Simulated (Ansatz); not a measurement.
Structure types of As were relaxed at one common pressure (all-electron LAPW in Ansatz 0.2.0 under PBE, scalar-relativistic, no spin polarisation, zero temperature). They take these volumes:

```csv
type,space group,V (Å³/atom)
fcc,Fm-3m,13.71
bcc,Im-3m,13.63
hcp,P6_3/mmc,13.71
beta tin,I4_1/amd,14.39
sc,Pm-3m,14.47
omega,P6/mmm,13.73
```

Question: At about which pressure, and is the densest type also the lowest in enthalpy?

Answer: 56 GPa. The densest is bcc, and it is also the lowest in enthalpy among these.
